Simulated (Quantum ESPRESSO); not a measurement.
**GaAs under changes of volume**

One of the cells (22.590 Å³/atom); the others are scaled copies at fixed shape and fractional positions:

```
As Ga
1.0
     0.00000    2.82685    2.82685
     2.82685    0.00000    2.82685
     2.82685    2.82685    0.00000
As Ga
1 1
Cartesian
  4.2403 4.2403 4.2403
  0.0000 0.0000 0.0000
```

| Item | Value |
| --- | --- |
| Program | Quantum ESPRESSO 7.5 |
| Functional | LDA |
| Potentials or basis | PseudoDojo 0.4.1 SR LDA standard |
| Cutoff | 1088 eV |
| Density cutoff | 4354 eV |
| k mesh | 8 × 8 × 8 |
| Occupations | fermi-dirac, width 0.05 eV |
| Spin | no spin polarisation |

| volume (Å³/atom) | energy over the lowest point (meV/atom) | pressure (GPa) | gap on the mesh (eV) |
| --- | --- | --- | --- |
| 21.234 | ? | ? | ? |
| 21.686 | 0.51 | 0.8 | 0.59 |
| 22.138 | 0.00 | -0.7 | 0.43 |
| 22.590 | 3.65 | -2.1 | 0.28 |
| 23.041 | 10.96 | -3.3 | 0.13 |
| 23.493 | 21.43 | -4.4 | none |
| 23.945 | 34.71 | -5.3 | none |

Task: What does the run at 21.234 Å³/atom give?

Result: Energy over the lowest point 5.67 meV/atom; pressure 2.6 GPa; gap on the mesh 0.75 eV.

Worked out: A Birch-Murnaghan fit of order 3 (a polynomial in V^(-2/3)) to the other rows has its minimum at 21.96 Å³/atom with B0 = V·E''(V) = 76 GPa and B' = 5.5. It gives 5.79 meV/atom at 21.234 Å³/atom, against the run's 5.67, and -dE/dV = 2.8 GPa, against 2.6.

Energies are extrapolated to zero smearing.

Spin-orbit coupling on As, Ga is left out.

A gap of «none» marks a metal or a gap under the smearing width.
